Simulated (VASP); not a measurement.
# PtS2: single point with PBE

Crystal: PtS2.

```
CELL_PARAMETERS angstrom
3.54320 0.00000 0.00000
-1.77160 3.06850 0.00000
0.00000 0.00000 5.03880
ATOMIC_POSITIONS crystal
Pt 0.00000 0.00000 0.00000
S 0.66667 0.33333 0.77300
S 0.33333 0.66667 0.22700
```

- Program: VASP 6.6.1
- Task: single point
- Functional: PBE
- Potentials or basis: VASP PAW PBE potentials, release 64 (Pt, S)
- Cutoff: 520 eV
- k mesh: 9 × 9 × 5
- Occupations: gaussian, width 0.018 eV
- Spin: no spin polarisation

- Pressure: 11.1 GPa
- Largest force: 1.213 eV/Å
- Band gap on the k mesh: 1.03 eV, indirect (least direct gap 1.08 eV)

Forces in eV/Å, atoms in the order of the input:
```
Pt   0.000  0.000  0.000
S    0.000  0.000 -1.213
S    0.000  0.000  1.213
```

Stress tensor (GPa, compression positive):
```
11.57  0.00  0.00
 0.00 11.57  0.00
 0.00  0.00 10.08
```

Levels at points of the mesh, in eV from the valence-band top:
| k point | band 8 | band 9 | band 10 | band 11 | band 12 | band 13 | band 14 | band 15 |
| --- | --- | --- | --- | --- | --- | --- | --- | --- |
| (0.00, 0.00, 0.00) | -1.79 | -1.14 | -1.14 | -0.12 | 2.46 | 2.46 | 4.80 | 5.78 |

Run time: 20 s on 1 thread of Intel(R) Xeon(R) 6975P-C (Granite Rapids), on a shared host, peak memory 0.2 GiB.

Caveat: spin-orbit coupling is left out, which moves the levels of the heavy elements; an odd mesh through Γ misses points on the zone boundary, where band edges often lie; forces of over 1 eV/Å show positions far from the minimum, so gaps and moduli don't describe the material at rest.
